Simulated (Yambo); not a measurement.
# InP (F-43m) in Yambo: settings compared, part 2 of 3

Yambo 5.3.0. Earlier steps stand in the parts before.

## 4. Optical spectrum, PBEsol

optics7.in

```
optics
chi
Chimod= "HARTREE"
% BndsRnXd
 1 | 34 |
%
NGsBlkXd= 3 Ry
% LongDrXd
 1 | 0 | 0 |
%
% QpntsRXd
 1 | 1 |
%
% EnRngeXd
 0 | 10 | eV
%
% DmRngeXd
 0.1 | 0.1 | eV
%
ETStpsXd= 150
% XfnQP_E
 0.36 | 1.0 | 1.0 |
%
```

scf.in

```
&CONTROL
  calculation = 'scf'
  prefix = 'pwscf'
  outdir = './tmp'
  pseudo_dir = './pseudo'
/
&SYSTEM
  ibrav = 0
  nat = 2
  ntyp = 2
  ecutwfc = 70
  nbnd = 15
  occupations = 'smearing'
  smearing = 'fd'
  degauss = 0.00367493
  force_symmorphic = .true.
/
&ELECTRONS
  conv_thr = 4d-10
  electron_maxstep = 120
  mixing_beta = 0.5
/
ATOMIC_SPECIES
In   114.8180 In.upf
P     30.9738 P.upf
CELL_PARAMETERS angstrom
   0.0000000000    2.9305000000    2.9305000000
   2.9305000000    0.0000000000    2.9305000000
   2.9305000000    2.9305000000    0.0000000000
ATOMIC_POSITIONS crystal
In     0.0000000000    0.0000000000    0.0000000000
P      0.7500000000    0.7500000000    0.7500000000
K_POINTS automatic
8 8 8 0 0 0
```

nscf.in

```
&CONTROL
  calculation = 'nscf'
  prefix = 'pwscf'
  outdir = './tmp'
  pseudo_dir = './pseudo'
/
&SYSTEM
  ibrav = 0
  nat = 2
  ntyp = 2
  ecutwfc = 70
  nbnd = 159
  occupations = 'fixed'
  force_symmorphic = .true.
/
&ELECTRONS
  conv_thr = 1d-08
  diago_full_acc = .true.
  diago_thr_init = 1d-06
/
ATOMIC_SPECIES
In   114.8180 In.upf
P     30.9738 P.upf
CELL_PARAMETERS angstrom
   0.0000000000    2.9305000000    2.9305000000
   2.9305000000    0.0000000000    2.9305000000
   2.9305000000    2.9305000000    0.0000000000
ATOMIC_POSITIONS crystal
In     0.0000000000    0.0000000000    0.0000000000
P      0.7500000000    0.7500000000    0.7500000000
K_POINTS automatic
6 6 6 0 0 0
```

Potentials or basis: PseudoDojo 0.4.1 SR PBEsol standard.

Launch:

```console
$ OMP_NUM_THREADS=1 pw.x -in scf.in > scf.out
$ OMP_NUM_THREADS=1 pw.x -in nscf.in > nscf.out
$ cd tmp/pwscf.save; p2y; mv SAVE ../..; cd ../..
$ OMP_NUM_THREADS=1 yambo
$ OMP_NUM_THREADS=1 yambo -F optics7.in -J optics7 -C optics7_out
```

Yambo's report:

```text
[... sections 02.01 to 02.04 as in the set-up run ...]

  [02.05] Energies & Occupations
  ==============================

  [X] === General ===
  [X] Electronic Temperature                        :  0.000000  0.000000 [eV K]
  [X] Bosonic    Temperature                        :  0.000000  0.000000 [eV K]
  [X] Finite Temperature mode                       : no
  [X] El. density                                   :  0.35762E+24 [cm-3]
  [X] Fermi Level                                   :  7.040825 [eV]

  [X] === Gaps and Widths ===
  [X] Conduction Band Min                           :  0.613406 [eV]
  [X] Valence Band Max                              :  0.000000 [eV]
  [X] Filled Bands                                  :   9
  [X] Empty Bands                                   :   10  159
  [X] Direct Gap                                    :  0.613406 [eV]
  [X] Direct Gap localized at k                     :  1
  [X] Indirect Gap                                  :  0.613406 [eV]
  [X] Indirect Gap between kpts                     :  1  1
  [X] Last valence band width                       :  2.829700 [eV]
  [X] 1st conduction band width                     :  2.977323 [eV]

 [03] Transferred momenta grid and indexing
 ==========================================

 IBZ Q-points                                      :  16
 BZ  Q-points                                      :  216

 K/Q-points units:
 rlu = crystal or reduced units; cc = cartesian coordinates; iku = interal k-units

 Q [ 1]         [rlu]:  0.000000  0.000000  0.000000
 Q [ 2]         [rlu]: -0.14276E-17 -0.14276E-17  0.16667
 Q [ 3]         [rlu]: -0.28552E-17 -0.28552E-17  0.33333
 Q [ 4]         [rlu]: -0.10839E-15 -0.52875E-16 -0.50000
 Q [ 5]         [rlu]:  0.58249E-19  0.16667      0.16667
 Q [ 6]         [rlu]:  0.10804E-16  0.16667      0.33333
 Q [ 7]         [rlu]:  0.83704E-16  0.16667      0.50000
 Q [ 8]         [rlu]: -0.10534E-16  0.16667     -0.33333
 Q [ 9]         [rlu]:  0.28552E-17  0.16667     -0.16667
 Q [10]         [rlu]:  0.11650E-18  0.33333      0.33333
 Q [11]         [rlu]:  0.25727E-17  0.33333      0.50000
 Q [12]         [rlu]:  0.57104E-17  0.33333     -0.33333
 Q [13]         [rlu]: -0.17475E-18 -0.50000     -0.50000
 Q [14]         [rlu]:  0.166667  0.333333  0.500000
 Q [15]         [rlu]:  0.166667  0.333333 -0.333333
 Q [16]         [rlu]:  0.166667 -0.500000 -0.333333

 [WARNING] [Xd] User bands 1-34 break level degeneracy

 [04] External/Internal QP corrections
 =====================================

 [QP_apply] Action to be applied: USER defined scissor

  [04.01]  QP corrections report
  ==============================

  [X+QP] === General ===
  [X+QP] Electronic Temperature                     :  0.000000  0.000000 [eV K]
  [X+QP] Bosonic    Temperature                     :  0.000000  0.000000 [eV K]
  [X+QP] Finite Temperature mode                    : no
  [X+QP] El. density                                :  0.35762E+24 [cm-3]
  [X+QP] Fermi Level                                :  0.000000 [eV]

  [X+QP] === Gaps and Widths ===
  [X+QP] Conduction Band Min                        :  0.973406 [eV]
  [X+QP] Valence Band Max                           :  0.000000 [eV]
  [X+QP] Filled Bands                               :   9
  [X+QP] Empty Bands                                :   10  159
  [X+QP] Direct Gap                                 :  0.973406 [eV]
  [X+QP] Direct Gap localized at k                  :  1
  [X+QP] Indirect Gap                               :  0.973406 [eV]
  [X+QP] Indirect Gap between kpts                  :  1  1
  [X+QP] Last valence band width                    :  2.829700 [eV]
  [X+QP] 1st conduction band width                  :  2.977323 [eV]

  [coarse-grid] Minimum Bare Gap        [ev]:  0.613406
  [coarse-grid] Minimum Gap Correction  [ev]:  0.360000

  Eqp @ K [ 1]
   -14.212      -14.212      -14.212      -14.059      -14.059      -11.546     -0.56417E-10 -0.47855E-10
   0.000000  0.973406  4.375591  4.375591  4.375591  8.723184  9.742043  9.742043
   11.44573  11.44573  11.44573  14.01662  21.95587  21.95587  21.95587  24.33392
  Eqp @ K [ 2]
  -14.24335 -14.19902 -14.19902 -14.05837 -14.05837 -11.23166  -2.22271  -0.30951
  -0.309509  2.082026  4.772264  4.819321  4.819321  8.897290  8.897290  9.668187
   11.10948  13.36326  13.36326  16.13693  19.15367  19.33313  19.33313  23.64074
  Eqp @ K [ 3]
  -14.30238 -14.17920 -14.17920 -14.05192 -14.05192 -10.41663  -4.61952  -0.78634
  -0.786344  1.918446  5.154625  5.154625  6.538156  9.083182  9.387019  9.387019
   14.04086  15.33020  15.33020  15.82727  16.82376  16.82376  20.13491  23.47899
  Eqp @ K [ 4]
  -14.33010 -14.17252 -14.17252 -14.04525 -14.04525  -9.80444  -5.79861  -0.98272
   -0.98272   1.75935   5.09043   5.09043   7.32837   9.69534  10.95862  10.95862
   12.61147  12.95514  12.95514  18.42397  19.70862  19.70862  20.84265  21.45100
  Eqp @ K [ 5]
  -14.26575 -14.18620 -14.18620 -14.06978 -14.04999 -11.12836  -2.18662  -0.82876
   -0.82876   2.96224   3.37644   5.58670   5.58670   7.51313  10.00233  10.68874
   12.37849  12.37849  12.64400  17.29760  18.57327  18.57327  20.41697  21.03958
  Eqp @ K [ 6]
  -14.31182 -14.16844 -14.16318 -14.07459 -14.04236 -10.47222  -3.99743  -1.52934
   -1.32937   3.00528   4.03168   5.79709   6.25074   8.36322  10.27502  10.98377
   13.44936  14.57194  15.39585  15.49496  16.12934  18.67567  20.65835  20.74777
  Eqp @ K [ 7]
  -14.33792 -14.16432 -14.15427 -14.06309 -14.04192  -9.68642  -5.53440  -2.20477
   -1.40738   2.86631   4.66502   6.00825   6.88431   9.55006  11.00994  11.22736
   12.20074  13.25128  15.82002  17.45886  17.93841  19.49970  20.39530  21.30051
  Eqp @ K [ 8]
  -14.32577 -14.16759 -14.16186 -14.05602 -14.05157  -9.90710  -5.14556  -2.38835
   -1.02581   2.99930   4.90193   5.66059   6.66196   8.91437  10.28349  11.42460
   12.19659  15.01382  15.57184  15.80491  17.95654  19.33696  20.49181  21.76133
  Eqp @ K [ 9]
  -14.28350 -14.18430 -14.17872 -14.06412 -14.05134 -10.74424  -3.44944  -1.73376
   -0.44789   2.98900   4.73106   5.10943   5.54799   8.01796   9.72981  11.16721
   11.75780  14.02647  15.41384  16.07116  17.83707  19.11529  19.14442  20.51161
  Eqp @ K [10]
  -14.35653 -14.13370 -14.13370 -14.09632 -14.03235 -10.03500  -4.49683  -1.92357
   -1.92357   2.29160   3.11808   7.88978   7.88978   7.90858  10.67090  13.57324
   14.45563  14.45563  15.04861  15.31679  15.31679  17.27979  17.97811  21.57403
  Eqp @ K [11]
  -14.37329 -14.13064 -14.12070 -14.09423 -14.03161  -9.36878  -5.45902  -2.83188
   -2.07194   2.48869   3.71538   7.45121   8.08603   9.81985  11.18455  12.29723
   13.14817  14.08832  15.78956  16.91856  17.26402  18.56990  19.09046  19.99785
  Eqp @ K [12]
  -14.35379 -14.15058 -14.13176 -14.07336 -14.04681  -9.29114  -5.52987  -3.44588
   -1.68982   2.87013   5.39897   7.10433   7.33991   8.21896   9.49058  13.43216
   14.30820  14.53415  15.20592  15.53060  17.75393  19.74470  20.90864  21.39150
  Eqp @ K [13]
  -14.39622 -14.11097 -14.10648 -14.10648 -14.02351  -9.14255  -5.81411  -2.34906
   -2.34906   1.99270   2.52197   9.47156   9.87172   9.87172  11.14270  12.10295
   12.10295  13.73173  16.29682  16.68693  18.85799  18.85799  19.21801  19.80660
  Eqp @ K [14]
  -14.34308 -14.15700 -14.13831 -14.07873 -14.04049  -9.78046  -4.93634  -2.75208
   -1.74290   3.84809   4.06277   5.32133   7.79192   8.62200  11.37107  12.04985
   12.95768  13.99256  14.95243  16.92158  17.75199  18.62751  19.84872  20.62836
  Eqp @ K [15]
  -14.35264 -14.15758 -14.12754 -14.07313 -14.04540  -9.28998  -5.57276  -3.14950
   -2.11098   3.95073   4.53616   5.99607   7.68404   8.48716  11.37312  11.86553
   13.13831  14.77870  15.59968  16.68853  17.86864  19.30962  19.89108  21.57142
  Eqp @ K [16]
  -14.37208 -14.13908 -14.11479 -14.08758 -14.03689  -9.08177  -5.70246  -2.85108
   -2.82970   3.53733   3.91188   7.07553   7.34041  10.38164  11.54071  12.27832
   12.31139  15.07946  16.19820  17.32689  17.94419  18.09565  18.40464  20.10566

 [05] Dipoles
 ============

  [05.01] Setup: observables and procedures
  =========================================

  [WF-Oscillators/G space/Transverse up loader] Normalization (few states)  min/max  :  0.18943E-16   1.0000

  [WR./optics7//ndb.dipoles]------------------------------------------------------
   Brillouin Zone Q/K grids (IBZ/BZ)                :   16  216   16  216
   RL vectors                                       :   4279 [WF]
   Fragmentation                                    : yes
   Electronic Temperature                           :  0.000000 [K]
   Bosonic    Temperature                           :  0.000000 [K]
   DIP band range                                   :    1   34
   DIP band range limits                            :   9  10
   DIP e/h energy range                             : -1.000000 -1.000000 [eV]
   RL vectors in the sum                            :   4279
   [r,Vnl] included                                 : yes
   Bands ordered                                    : yes
   Direct v evaluation                              : no
   Approach used                                    : G-space v
   Dipoles computed                                 : R V P [G-space]
   Wavefunctions                                    : Perdew, Burke & Ernzerhof SOL(X)+Perdew, Burke & Ernzerhof SOL(C)

  [WARNING] [r,Vnl^pseudo] included in position and velocity dipoles.

  [WARNING] In case H contains other non local terms, these are neglected

 [06] Optics
 ===========

 [X-CG] R(p) Tot o/o(of R):    2759   48600     100
```

Wall time 4 min (1 thread of Arm Neoverse N1, shared host); peak memory 0.36 GiB.

Results:

```
Band gap on the k mesh, mean-field level                              : 0.61 eV, direct
Electronic dielectric constant along the field                        : 19.05
Electronic dielectric constant along the field, independent particles : 20.00
```

Dielectric function (along the field direction of the input):
| energy (eV) | real part | imaginary part |
| --- | --- | --- |
| 0.27 | 19.73 | 1.30 |
| 0.60 | 23.79 | 3.13 |
| 0.94 | 26.92 | 35.57 |
| 1.28 | 2.36 | 4.59 |
| 1.61 | 9.54 | 1.77 |
| 1.95 | 14.55 | 2.07 |
| 2.28 | 24.04 | 10.14 |
| 2.62 | 16.64 | 17.15 |
| 2.95 | -1.92 | 6.29 |
| 3.29 | 9.31 | 4.67 |
| 3.62 | 8.24 | 4.82 |
| 3.96 | 18.30 | 12.25 |
| 4.30 | 9.91 | 30.75 |
| 4.63 | -15.03 | 22.41 |
| 4.97 | -4.53 | 6.59 |
| 5.30 | -3.42 | 4.55 |
| 5.64 | -1.90 | 7.84 |
| 5.97 | 0.71 | 9.12 |
| 6.31 | -2.62 | 4.48 |
| 6.64 | -0.72 | 7.69 |
| 6.98 | -4.55 | 6.07 |
| 7.32 | -2.84 | 5.58 |
| 7.65 | -3.72 | 3.92 |
| 7.99 | -2.62 | 2.68 |
| 8.32 | -3.70 | 2.56 |
| 8.66 | -2.72 | 1.13 |
| 8.99 | -1.53 | 1.31 |
| 9.33 | -2.77 | 1.95 |
| 9.66 | -1.17 | 1.00 |
| 10.00 | -1.31 | 1.65 |

Caveat: the scissor is the correction of the direct gap in an earlier G0W0 run on the same states; spectra need much finer meshes, so this one isn't converged; these spectra lack excitons; spin-orbit coupling is left out, which moves the levels of the heavy elements.

(Part 2 of 3 ends here.)
